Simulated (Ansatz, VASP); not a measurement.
**Cross-check of HfB26P27 (Hf_B) between VASP and Ansatz**

One calculation is typed for both programs; each brings its own data sets. How far apart do they land? The cell is taken from a series of runs on this material, whose earlier steps may have relaxed, scaled, displaced or heated it; both programs get it as it stands.

Method: plane waves, with VASP 6.6.1 beside it; single point at r2SCAN, in Ansatz 0.2.0.

## 1. Set-up

The cell holds 54 atoms: 26 B, 27 P and 1 Hf. Cell: a = 9.623 Å, b = 9.623 Å, c = 9.623 Å, α = 60.0°, β = 60.0°, γ = 60.0°. It derives from BP (BP (F-43m)). Nearest the centre at fractional (0.667, 0.333, 0.667): Hf54 at 0.09 Å, P40 at 2.31 Å, P38 at 2.31 Å, P46 at 2.32 Å, P37 at 2.41 Å, B25 at 3.25 Å, B18 at 3.25 Å, B26 at 3.26 Å. The cell carries charge +1.

As a file:

```
B P Hf
1.0
     0.00000    6.80456    6.80456
     6.80456    0.00000    6.80456
     6.80456    6.80456    0.00000
B P Hf
26 27 1
Direct
  0.00057 0.99923 0.00087
  0.00057 0.99914 0.33350
  0.00416 0.99306 0.66859
  0.00028 0.33294 0.00057
  0.00419 0.33419 0.32747
  0.00360 0.33461 0.66901
  0.00023 0.66623 0.00065
  0.00056 0.66650 0.33362
  0.00025 0.66617 0.66735
  0.33317 0.99913 0.00090
  0.33333 0.99924 0.33362
  0.33316 0.99911 0.66822
  0.32726 0.33419 0.00442
  0.33318 0.33381 0.33350
  0.32548 0.33438 0.66878
  0.33331 0.66646 0.00085
  0.33317 0.66650 0.33353
  0.32717 0.67009 0.66860
  0.66824 0.99326 0.00436
  0.66786 0.99910 0.33349
  0.66842 0.99138 0.66875
  0.66864 0.33457 0.00384
  0.66839 0.33434 0.32579
  0.66699 0.66622 0.00060
  0.66821 0.67005 0.32759
  0.66864 0.66949 0.66900
  0.24931 0.25041 0.24953
  0.24816 0.25058 0.58496
  0.24983 0.24836 0.91805
  0.25008 0.58306 0.25037
  0.24980 0.58366 0.58275
  0.24971 0.58355 0.91795
  0.25014 0.91606 0.25047
  0.24925 0.91517 0.58481
  0.25009 0.91598 0.91747
  0.58461 0.25052 0.24844
  0.56431 0.23028 0.56476
  0.56940 0.23546 0.96116
  0.58237 0.58366 0.25015
  0.56919 0.62730 0.56973
  0.58263 0.58355 0.91796
  0.58449 0.91522 0.24952
  0.58460 0.91407 0.58494
  0.58239 0.91577 0.91804
  0.91773 0.24834 0.25012
  0.96195 0.23502 0.56949
  0.91762 0.24854 0.91796
  0.91759 0.58356 0.25014
  0.91762 0.58356 0.58293
  0.91693 0.58288 0.91730
  0.91711 0.91602 0.25039
  0.91774 0.91571 0.58271
  0.91760 0.91571 0.91795
  0.66383 0.32899 0.66270
```

## 2. VASP: single point, r2SCAN, pair 1

A single point gives forces, pressure and levels at one fixed geometry, so differences don't come from the geometry; what else differs is listed under the comparison.

Lines of VASP's logs that name or quote its potential files are left out, and so is its time.

INCAR

```
SYSTEM = HfB26P27
PREC = Accurate
ENCUT = 460
EDIFF = 1E-06
NELM = 120
ISMEAR = 0
SIGMA = 0.01
LREAL = Auto
ALGO = Normal
METAGGA = R2SCAN
LASPH = .TRUE.
NELECT = 222
NBANDS = 152
LORBIT = 11
LWAVE = .FALSE.
LCHARG = .FALSE.
ISIF = 2
ISYM = 0
GGA_COMPAT = .FALSE.
EFERMI = MIDGAP
LMIXTAU = .TRUE.
KPAR = 4
```

POSCAR

```
HfB26P27
1.0
    0.0000000000      6.8045562257      6.8045562257
    6.8045562257      0.0000000000      6.8045562257
    6.8045562257      6.8045562257      0.0000000000
B P Hf
26 27 1
Direct
    0.0005651522      0.9992261348      0.0008711453
    0.0005717870      0.9991357447      0.3335025846
    0.0041638981      0.9930566390      0.6685946065
    0.0002798122      0.3329363576      0.0005672103
    0.0041910192      0.3341863910      0.3274654223
    0.0035973312      0.3346065041      0.6690106315
    0.0002309357      0.6662285436      0.0006530094
    0.0005597488      0.6664984248      0.3336194560
    0.0002546180      0.6661652930      0.6673477109
    0.3331696135      0.9991320025      0.0009041225
    0.3333306785      0.9992367807      0.3336166623
    0.3331639072      0.9991131080      0.6682194465
    0.3272643326      0.3341909688      0.0044219692
    0.3331835860      0.3338141606      0.3334964898
    0.3254758812      0.3343813657      0.6687771088
    0.3333142841      0.6664555009      0.0008476948
    0.3331677390      0.6664954191      0.3335278619
    0.3271679365      0.6700869677      0.6685965892
    0.6682362421      0.9932602246      0.0043602485
    0.6678602994      0.9990960045      0.3334915685
    0.6684241871      0.9913753583      0.6687480215
    0.6686360360      0.3345733552      0.0038430347
    0.6683934311      0.3343368879      0.3257899866
    0.6669874223      0.6662177770      0.0005990083
    0.6682125077      0.6700541021      0.3275923805
    0.6686443341      0.6694941853      0.6689959459
    0.2493142970      0.2504070884      0.2495316009
    0.2481601709      0.2505770661      0.5849604773
    0.2498279397      0.2483592329      0.9180513698
    0.2500809732      0.5830626792      0.2503671531
    0.2498043885      0.5836620844      0.5827491779
    0.2497120296      0.5835544383      0.9179496224
    0.2501389072      0.9160606568      0.2504681778
    0.2492545182      0.9151719599      0.5848073267
    0.2500852426      0.9159767032      0.9174662705
    0.5846084971      0.2505216624      0.2484354115
    0.5643071877      0.2302802079      0.5647564932
    0.5693958724      0.2354574862      0.9611627293
    0.5823748549      0.5836617799      0.2501507507
    0.5691916790      0.6272977358      0.5697300465
    0.5826264412      0.5835542836      0.9179584953
    0.5844858015      0.9152216891      0.2495200827
    0.5846039533      0.9140724726      0.5849411026
    0.5823879256      0.9157685367      0.9180445467
    0.9177266607      0.2483391604      0.2501161281
    0.9619451774      0.2350180501      0.5694868728
    0.9176164185      0.2485359120      0.9179629797
    0.9175920471      0.5835556641      0.2501410273
    0.9176160756      0.5835615507      0.5829296246
    0.9169324660      0.5828813497      0.9172994197
    0.9171139275      0.9160235338      0.2503918432
    0.9177387325      0.9157148259      0.5827079203
    0.9176046884      0.9157119213      0.9179487538
    0.6638326270      0.3289922374      0.6626972378
```

KPOINTS

```
Points of the shifted mesh
8
Reciprocal
 0.2500000000  0.2500000000  0.2500000000 1
 0.2500000000  0.2500000000  0.7500000000 1
 0.2500000000  0.7500000000  0.2500000000 1
 0.2500000000  0.7500000000  0.7500000000 1
 0.7500000000  0.2500000000  0.2500000000 1
 0.7500000000  0.2500000000  0.7500000000 1
 0.7500000000  0.7500000000  0.2500000000 1
 0.7500000000  0.7500000000  0.7500000000 1
```

Potentials, in the order of the species: B, P and Hf_pv (PBE family, release 64).

On the command line:

```console
$ mpirun -np 8 vasp_std
```

Numbers of over 12 decimals in the logs are rounded to 6 here.

The log of the run:

```text
[banner, memory and clock lines left out]
running    8 mpi-ranks, on    1 nodes
[...]
|                                                                             |
|           W    W    AA    RRRRR   N    N  II  N    N   GGGG   !!!           |
|           W    W   A  A   R    R  NN   N  II  NN   N  G    G  !!!           |
|           W    W  A    A  R    R  N N  N  II  N N  N  G       !!!           |
|           W WW W  AAAAAA  RRRRR   N  N N  II  N  N N  G  GGG   !            |
|           WW  WW  A    A  R   R   N   NN  II  N   NN  G    G                |
|           W    W  A    A  R    R  N    N  II  N    N   GGGG   !!!           |
|                                                                             |
|     For optimal performance we recommend to set                             |
|       NCORE = 2 up to number-of-cores-per-socket                            |
|     NCORE specifies how many cores store one orbital (NPAR=cpu/NCORE).      |
|     This setting can greatly improve the performance of VASP for DFT.       |
[...]
DAV:   5    -0.560289733018E+03   -0.36512E-01   -0.36411E-01  3040   0.121E+00BRMIX: very serious problems
 the old and the new charge density differ
 old charge density:   223.00000 new  222.00000
BRMIX: very serious problems
 the old and the new charge density differ
 old charge density:   223.00000 new  222.00000
BRMIX: very serious problems
 the old and the new charge density differ
 old charge density:   223.00000 new  222.00000
BRMIX: very serious problems
 the old and the new charge density differ
 old charge density:   223.00000 new  222.00000
    0.701E+01
DAV:   6    -0.528990991473E+03    0.31299E+02   -0.28664E+01  2840   0.115E+01    0.407E+01
DAV:   7    -0.497648645578E+03    0.31342E+02   -0.73473E+00  2856   0.668E+00    0.744E+00
DAV:   8    -0.506571542413E+03   -0.89229E+01   -0.11274E+01  2616   0.825E+00    0.512E+00
DAV:   9    -0.507861964137E+03   -0.12904E+01   -0.82482E-01  2888   0.263E+00    0.301E+00
[...]
DAV:  17    -0.507959882395E+03    0.94597E-04   -0.52988E-05  2664   0.247E-02    0.628E-03
DAV:  18    -0.507959909695E+03   -0.27300E-04   -0.54125E-06  2912   0.798E-03    0.392E-03
DAV:  19    -0.507959910053E+03   -0.35800E-06   -0.46217E-07  1544   0.243E-03
   1 F= -.50795991E+03 E0= -.50795991E+03  d E =0.000000E+00
```

From OUTCAR (step 2):

```text
  Total       11.2400749     11.2279810     11.2292872     -0.2866286     -0.1083793     -0.2054087
  in kB       28.5792200     28.5484699     28.5517909     -0.7287872     -0.2755673     -0.5222760
  external PRESSURE =      28.5598269 kB  Pullay stress =       0.0000000 kB

 POSITION                                       TOTAL-FORCE (eV/Angst)
 -----------------------------------------------------------------------------------
      6.80522      0.00977      6.80314         0.001962     -0.006791      0.000713
      9.06801      2.27323      6.80257         0.003298      0.000685     -0.000225
     11.30680      4.57782      6.78564         0.000711      0.002054      0.009912
      2.26934      0.00576      2.26739         0.002853     -0.000810      0.001303
      4.50225      2.25677      2.30251         0.001928      0.012294     -0.000449
      6.82917      4.57680      2.30133        -0.008706      0.004567      0.003076
      4.53783      0.00601      4.53496        -0.004176     -0.001613     -0.000319
      6.80536      2.27394      4.53903         0.001142      0.001205     -0.007794
      9.07396      4.54274      4.53469         0.002359      0.001657      0.001185
      6.80480      2.27322      9.06572        -0.000485      0.000533      0.005470
      9.06948      4.53828      9.06753         0.001360     -0.001266     -0.001660
     11.34546      6.81397      9.06555         0.000537     -0.000683     -0.002241
      2.30411      2.25698      4.50091        -0.000894      0.006509      0.000295
      4.54075      4.53646      4.53862         0.001929     -0.002471     -0.000785
[...]
-----------------------------------------------------------------------------------
    total drift:                               -0.011534     -0.015490     -0.001347

  FREE ENERGIE OF THE ION-ELECTRON SYSTEM (eV)
  ---------------------------------------------------
  free  energy   TOTEN  =      -507.9599100532 eV

  energy  without entropy=     -507.9599100532  energy(sigma->0) =     -507.95991005

[... 2 further parts left out ...]
```

The run ends at a pressure of 2.86 GPa, with forces up to 0.022 eV/Å.

## 3. Ansatz: single point, r2SCAN, pair 1

Ansatz runs on its PAW soft_1 files.

The same cell, functional and mesh now go to Ansatz.

input.yaml

```yaml
crystal:
  checkpoint: "../qp1.relax.run"
  host: checkpoint
total_charge: 1
basis:
  ecutwfc: 500
  xc_grid: 2
hamiltonian:
  xc: r2scan
  pseudopotentials: { kind: paw, azcp: { folder: soft_1 } }
kpoints:
  mp_grid: { grid: [2, 2, 2], shift: [0.5, 0.5, 0.5] }
scf:
  occupations: { method: fixed }
  max_iter: 60
output:
  forces: true
  eigenvalues: true
  charged_corrections:
    epsilon: 9.31
    static_epsilon: 9.42
    defect_position: [0.666667, 0.333333, 0.666667]
  eigenstates: { localisation: true }
  populations: true
  band_densities: [{ bands: [v1, v1] }, { bands: [c1, c1] }]
  write_density: true
  write_potential: true
  volumetric_format: npy
  elf: true
checkpoint:
  read: "../qp1.relax.run"
  write: "../qp1.point.run"
  compress: false
  write_wavefunctions: false
  write_every: 100000
```

On the command line:

```console
$ ansatz run input.yaml --threads 4 --pin off --max-ram 7536MiB --backend cpu --events-out ev --progress --plain --runs-dir out
```

The log of the run:

```text
crystal.checkpoint: the structure is that of <dir>, a `relax` run, at its step 8: its result, under r2scan at a charge of 1 e; 54 atoms read, 0 with a starting moment; crystal.structure_sha256 for this input is
Engine: ansatz 0.2.0, aarch64-unknown-linux-gnu
Pseudopotentials: kind: paw
Pseudopotential: B, paw, valence charge 3, recommended cutoff 500 eV (meta_gga), soft_1/B.paw.azcp
Pseudopotential: P, paw, valence charge 5, recommended cutoff 500 eV (meta_gga), soft_1/P.paw.azcp
Pseudopotential: Hf, paw, valence charge 26, recommended cutoff 500 eV (meta_gga), soft_1/Hf.paw.azcp
Functional definition: r2SCAN
  parameter k0 = 0.174
  parameter k1 = 0.065
  parameter a1 = 4.9479
  exchange = r2scan_x(k0 = k0, k1 = k1, a1 = a1)
  correlation = r2scan_c
Crystal: 54 atoms, lattice volume = 630.129 Å³
Basis set: ecut = 500 eV, 16049 PW (Γ), exchange–correlation on 144×144×144 points (8 copies of the dense FFT grid, shifted against one another)
Bands: 173, of which v1, the nominal top of the filled ones, is band 119 counted from 1 (118 counted from 0)
Symmetry: 1 space group operations
Space group: P1 (ITA 1), of the structure as read, at distance tolerance 8.6e-5 Å
k-points: 4 of 8 (time reversal used)
Non-local potential: B, projectors of the file, l = 0: 2, l = 1: 2, l = 2: 1
Non-local potential: P, projectors of the file, l = 0: 2, l = 1: 2, l = 2: 1
Non-local potential: Hf, projectors of the file, l = 0: 3, l = 1: 2, l = 2: 2, l = 3: 3
PAW form: soft (Blöchl's): semilocal exchange-correlation on the pseudo side does not see the compensation charge
PAW frozen core: B, regenerated for the run's functional (the file was generated under x = pbe(κ = 0.804, μ = 0.219515), c = pbe(β = 0.066725))
PAW frozen core: P, regenerated for the run's functional (the file was generated under x = pbe(κ = 0.804, μ = 0.219515), c = pbe(β = 0.066725))
PAW frozen core: Hf, regenerated for the run's functional (the file was generated under x = pbe(κ = 0.804, μ = 0.219515), c = pbe(β = 0.066725))
PAW one-centre angular grid: B, 302 points (default); XC on 223 of its mesh's 2233 points in the sphere
PAW one-centre angular grid: P, 302 points (default); XC on 160 Gauss nodes
PAW one-centre angular grid: Hf, 974 points (default); XC on 224 Gauss nodes
Initial density: read from a saved state, or passed on in memory by an earlier SCF of this step, an earlier step, the calling program or the single point that the run made first
Stability of the state it starts from, as read at its close in the unpolarized treatment: not read negative (Ritz values of 1 − χ₀K, real part plus size of imaginary part, from 0.96 to 2.0, by its mixing steps under no symmetry)
Initial wavefunctions: those read from a saved state, or passed on in memory by an earlier step or the calling program
Functional: x = r2scan, c = r2scan; τ floored in thin density (d = 2e-4 eV/Å³)
SCF iter   1: F=—  HF=-40332.802464 eV  |F-HF|=—  |Δ(HF+E_count)|=         —  Δρ=2.71e-6  dr2=2.22e-8  dr2_τ=1.54e-9  ethr=2.96e-11  ⟨swp⟩=3.0  Hψ=1620  notcnv=0
preconditioner: auto → Resta (q_TF=auto, 2.320 Å⁻¹)  ε∞=4.8  [insulator: Δε(μ)=1.501 eV  Ē_g=11.456 eV  n_scr=136 (ndim 8)  ℏωp=22.4 eV  f_vac=0.000  ε∞_Penn≈4.8]
SCF iter   2: F=-40332.802464 eV  HF=-40332.802464 eV  |F-HF|=5.74e-9  |Δ(HF+E_count)|=   1.25e-8  Δρ=1.72e-6  dr2=9.02e-9  dr2_τ=5.00e-10  ethr=9.34e-12  ⟨swp⟩=9.8  Hψ=3881  notcnv=0
SCF 1 converged in 2 iterations: F = -40332.802464 eV  dr2 = 9.02e-9
  greatest PAW one-centre occupation: 0.998 electrons in one spin orbital (limit 2), on the Hf atom at site 46 (counted from 0), in its partial waves of l = 3
SCF converged after 2 iterations
Free energy (F): -40332.802464 eV
Harris-Foulkes:  -40332.802464 eV  (|F-HF|=5.74e-9)
Internal energy: -40332.802464 eV  (E = F + TS)
E sigma→0 (E₀):  -40332.802464 eV
Fermi energy:    9.551405 eV
--- Per-component energies (eV) ---
  E_band       = 385.790064
  E_kinetic    = 3642.548511
  E_local      = -11474.315537  (includes V_loc(G=0)·N_el)
  E_nonlocal   = 1099.058324
  E_hartree    = 5250.226868
  E_xc         = -2963.675652
  E_vxc        = -3186.219254  (∫ρ·V_xc dr)
  E_paw        = -25075.198712  (= ΣΔE_a)
  E_vpaw       = -341.449709  (= ΣTr[D̂ρ^β])
  E_aug_tail   = 0.000095  (compensation charges beyond the density's cutoff)
  E_vtau       = 145.714047  (kinetic-family band-sum trace: ∫τ·v_τ [+ j·A + Jᵃ·Aᵃ] dr)
  E_ewald      = -10808.835676
  E_core_change = -2.610684  (= ΣΔE_core)
  E_smearing   = -0.000000  (= −TS)
  E_closure    = 0.000000  (closes the sum)
  E_deformation_potential = 16.936613  (in the stress; not in F)
  Σ components = -40332.802464   (vs F -40332.802464, Δ=0.00e0)
--- Forces (eV/Å), atoms counted from 1 ---
  atom   1  B      0.00148837    -0.00677379     0.00099726
  atom   2  P     -0.00246335    -0.00307300     0.00379201
[...]
atom  54  P     -0.00114562     0.00180888    -0.00218076
  max |Σ_I F_I| component: 1.76e-3 eV/Å
--- Charged-cell corrections in eV (Makov–Payne, q = +1.000 e, ε = 9.310 of the electrons, 9.420 with the ions) ---
  F (periodic)     = -40332.802464  (uncorrected; the corrections below are reported, never added to it)
  E_corr1          = +0.260537  (monopole, q²α_M/2εL)
  F Makov-Payne    = n/a  (the rows are of the electrons' constant alone; ansatz place-levels tells what screens the charge)
  no potential alignment in this run, which stands beside a crystal: run the host's input off ansatz write-host-input, and read the two finished runs by ansatz place-levels (neither reads a slab, a wire or a sheet, whose cell leaves a vacuum)
--- Band table (eV) ---
  k-point 0: bands = [... 115 lower, 8.8571, 9.1210, 9.5483, 9.5514, 11.0525, 11.0564, 11.6124, 11.8555, ... 50 higher]
  k-point 1: bands = [... 115 lower, 8.9133, 8.9565, 9.4189, 9.4255, 11.1707, 11.6435, 11.7081, 12.0102, ... 50 higher]
  k-point 2: bands = [... 115 lower, 8.9122, 8.9593, 9.4156, 9.4297, 11.1678, 11.6419, 11.7064, 12.0088, ... 50 higher]
  k-point 3: bands = [... 115 lower, 8.9110, 8.9625, 9.4154, 9.4308, 11.1645, 11.6399, 11.7042, 12.0072, ... 50 higher]
--- Löwdin populations: 54 sites ---
  site symbol       q [e]
     0      B      3.6289
     1      P      4.2440
     2      B      3.6296
     3      P      4.2412
     4      B      3.6431
     5      P      4.2810
     6      B      3.6190
     7      P      4.2836
     8      B      3.6429
     9      P      4.2810
    10      B      3.6481
    11      P      4.2801
    12      B      3.6206
    13      P      4.2837
    14      B      3.6289
    15      P      4.2439
    16      B      3.6190
    17      P      4.2836
    18      B      3.6295
    19      P      4.2413
    20      B      3.6340
    21      P      4.5366
    22      B      3.6343
    23      P      4.5414
[...]
46     Hf     25.2516
    47      P      4.2868
    48      B      3.6190
    49      P      4.2836
    50      B      3.6428
    51      P      4.2812
    52      B      3.6480
    53      P      4.2802
  spilling = 0.007681 (of n_electrons = 238.000000)
--- Band densities, each state counted as filled ---
  window                                       electrons  max residual (eV)  cut levels
  bands: [v1, v1]                               2.000000             2.6e-9           0
  bands: [c1, c1]                               2.000000             2.4e-4           0
```

## 4. Comparison

Known differences besides the potentials themselves: VASP keeps PBE cores, Ansatz makes them for the functional; fixed occupations in Ansatz, narrow Gaussian smearing in VASP; the cutoff is 500 eV in Ansatz and 460 eV in VASP (PREC = Accurate, projectors in real space). Total energies have different zeros and are not compared.

Compared:

```csv
quantity,Ansatz,VASP,difference
gap on the k mesh (eV),1.501,1.523,-0.022
```

At this near-relaxed geometry the largest component of a force difference is 17 meV/Å. A gap on the mesh is an upper bound, since the band edges may lie between its points; neither run holds spin-orbit coupling, which can move the band edges of a compound of Hf. The cell carries a charge of +1 e against a uniform background, so its pressure also hangs on how the neutralising background is counted, and in a defect's cell a gap may be the spacing between its levels.

(Continued in part 2 of 2.)

[Lines on the potential files, build, host, timing and source positions are cut from VASP's logs without a mark.]

[Logs are printed without paths, hosts, clocks, repeated set-up lines and the standing remarks that a program may print on its own settings, such as how far it seeks lower states.]

[Hosts, paths, dates, database ids (printed as entryN), source tags and the programs' standing remarks are cut or masked in the printed files.]
